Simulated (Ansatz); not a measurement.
**An added Zn started as a split pair with an O atom in rutile SnO2, 73 atoms, charge +2**

All numbers come from Ansatz (PAW, plane waves, no spin–orbit coupling) at the single k point (¼, ¼, ¼) without its symmetry partners. The atoms were relaxed with PBEsol in a fixed cell; other functionals are single points on those atoms unless said otherwise. The valence top and gap of the host come from its small cell on a dense mesh, with the band extrema sought between the mesh points, lined up by the mean potential, PBEsol gap 0.92 eV, HSE06 gap 2.75 eV. The charge correction uses an assumed dielectric constant of 12.

Cell: a = 9.538 Å, b = 9.538 Å, c = 9.636 Å, α = 90.00°, β = 90.00°, γ = 90.00°.

Nearest atoms after relaxation, from the placed atom (for vacancies from the middle of the vacant sites): O at 1.89 Å, O at 1.90 Å, O at 2.20 Å, O at 2.20 Å, O at 2.20 Å, O at 2.20 Å, Sn at 2.67 Å, Sn at 2.67 Å.

Chemical potentials μ are those of reference phases of the elements at zero temperature by the same functional (the usual solids, diamond for C, grey Sn, and the molecules H2, N2, O2, F2, Cl2, Br2 and S8).

| functional | E(defect) − E(host) − Σ nμ + q·E_VBM (eV) | monopole (eV) | alignment (eV) | formation energy at E_F = VBM (eV) | moment (μB) | wall time, shared host |
| --- | --- | --- | --- | --- | --- | --- |
| PBEsol | -2.82 | 0.71 | 0.38 | -1.73 | 0 (no spin) | 14 s on NVIDIA GB300 (relaxation) |

(1) Estimate the formation energy and moment that HSE06 gives on these atoms.

HSE06 one-electron levels near the gap (the ten most localised at most), from the host's valence top, not corrected for the charge's images:

```
level (eV)  spin  filling  atoms sharing it  element of the atom with most weight
     -0.10  both     2.00              45.6                                spread
```

All elements are taken at their own reference at once; growth conditions in equilibrium with the host shift these energies, by up to the host's formation enthalpy.

One k point and a cell of this size can leave errors of several tenths of an eV in such numbers.

Results:

(1) -4.00 eV at E_F = VBM (-5.11 eV before the monopole term 0.71 eV and the alignment 0.40 eV), moment 0 (no spin).
